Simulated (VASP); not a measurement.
Write the native input for VASP 6.6.1 that does the following.

```yaml
Task: relaxation of cell and atoms
Functional: PBEsol
Potentials_or_basis: VASP PAW PBE potentials, release 64 (Cd, F)
Cutoff: 600 eV
k_mesh: 10 × 10 × 10
Occupations: gaussian, width 0.03 eV
Spin: no spin polarisation
Further_INCAR_settings: ALGO = Normal; EDIFF = 1e-06; IBRION = 2; EDIFFG = -0.01; NSW = 90; ISIF = 3
```

The structure of CdF2 lies in POSCAR:

```
CdF2
1.0
    0.0000000000      2.6940000000      2.6940000000
    2.6940000000      0.0000000000      2.6940000000
    2.6940000000      2.6940000000      0.0000000000
Cd F
1 2
Direct
    0.0000000000      0.0000000000      0.0000000000
    0.2500000000      0.2500000000      0.2500000000
    0.7500000000      0.7500000000      0.7500000000
```

The input as run:

INCAR

```
PREC = Accurate ; ENCUT = 600
EDIFF = 1E-6 ; ISMEAR = 0
SIGMA = 0.03 ; LREAL = False
LASPH = True ; NELM = 80
ALGO = Normal ; ISIF = 3
LWAVE = False ; LCHARG = False
GGA = PS ; IBRION = 2
NSW = 90 ; EDIFFG = -0.01
KPAR = 4
```

KPOINTS

```
Automatic mesh
0
Gamma
  10 10 10
```

Potentials or basis: VASP PAW PBE potentials, release 64 (Cd, F).

The run is started by

```bash
$ cat potpaw_PBE.64/Cd/POTCAR potpaw_PBE.64/F/POTCAR > POTCAR
$ mpirun -np 4 vasp_std > vasp.out
```

It gave:

The relaxed volume is 13.08 Å³/atom, the relaxed cell is a = 3.814 Å, b = 3.814 Å, c = 3.814 Å, α = 60.00°, β = 60.00°, γ = 60.00° and the space group after relaxing (to 0.05 Å) is Fm-3m (No. 225). The energy gained by relaxing is 0.1 meV/atom, the ionic steps are 3 and the pressure after relaxing is 0.0 GPa. The band gap on the k mesh is 2.90 eV, indirect (least direct gap 3.39 eV).

Caveat: the PAW data sets were made with another functional, which shifts forces and pressure a little.

Wall time 11 s on 4 MPI ranks on Intel(R) Xeon(R) 6975P-C (Granite Rapids) (shared host), peak memory 0.19 GiB a rank.
